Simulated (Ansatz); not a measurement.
Input of an Ansatz 0.2.0 run:

The input input.yaml:

```yaml
crystal:
  lattice:
    - [-1.57590039, 1.65692361, 1.65798385]
    - [1.47947634, -1.59764145, 1.50227763]
    - [1.61445482, 1.63619588, -1.59870168]
  atoms:
    - { symbol: Al, position: [0.0, 0.0, 0.0] }
hamiltonian:
  xc: pbe
  pseudopotentials: { kind: paw }
  dispersion: d3bjatm
kpoints:
  mp_grid: { grid: [11, 12, 12] }
scf:
  occupations: { method: fermi_dirac, width: 0.05 }
output:
  forces: true
  stress: true
  eigenvalues: true
relax:
  f_tol: 0.01
  max_steps: 40
  cell: { stress_tol: 0.05 }
```

Potentials or basis: Ansatz PAW.

Command:

```console
$ ansatz run input.yaml --threads 2 --pin off --max-ram 5632MiB --backend cpu --events-out ev --progress --plain --runs-dir out
```

**Question.** Predict the space group after relaxing (to 0.05 Å).

**Answer.** Immm (No. 71).

**Question.** What does it give for the relaxed cell?

**Answer.** a = 2.781 Å, b = 2.830 Å, c = 2.828 Å, α = 119.97°, β = 90.01°, γ = 119.49°.

**Question.** Predict the band gap on the k mesh.

**Answer.** None (metal or under the smearing width).

**Question.** Predict the relaxed volume.

**Answer.** 15.86 Å³/atom.

Final structure:
```xyz
1
Lattice="-1.3975 1.9652 1.3855 1.4221 -1.9767 1.4418 1.4080 2.0004 -1.4183" Properties=species:S:1:pos:R:3 pbc="T T T"
Al    0.0000    0.0000    0.0000
```

Caveat: pairwise dispersion overbinds metals, which lowers pressure and volume.
